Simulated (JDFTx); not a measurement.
Here is a JDFTx 1.7.0 (patched build) calculation.

File GaP.in:

```
lattice \
    0.0000000000     5.1499761211     5.1499761211 \
    5.1499761211     0.0000000000     5.1499761211 \
    5.1499761211     5.1499761211     0.0000000000
coords-type Cartesian
ion Ga     0.0000000000     0.0000000000     0.0000000000 1
ion P      7.7249641817     7.7249641817     7.7249641817 1

ion-species pseudo/Ga.upf
ion-species pseudo/P.upf
elec-cutoff 40 320
elec-ex-corr gga-PBEsol
kpoint-folding 4 4 4
elec-smearing Fermi 0.0018374661
elec-n-bands 15
electronic-SCF nIterations 100 energyDiffThreshold 1e-09
electronic-minimize nIterations 30 energyDiffThreshold 1e-7
converge-empty-states yes
forces-output-coords Cartesian

dump-name run.$VAR
dump End Ecomponents EigStats BandEigs Kpoints Forces Stress ElecDensity
```

Potentials or basis: SG15-PBE-1.2 with smoothed tails.

The run is started by

```console
$ jdftx -c 1 -i GaP.in -o GaP.out
```

Task: What does it give for the pressure?

Result: 0.2 GPa.

Task: What does it give for the band gap on the k mesh?

Result: 1.46 eV, indirect (least direct gap 1.72 eV).

Caveat: the k mesh is coarse (spacing up to 0.50 Å⁻¹), so the values aren't converged; the empty levels aren't tightly converged; the potentials were made for another functional, which shifts forces and pressure. A k mesh can miss the band edges.
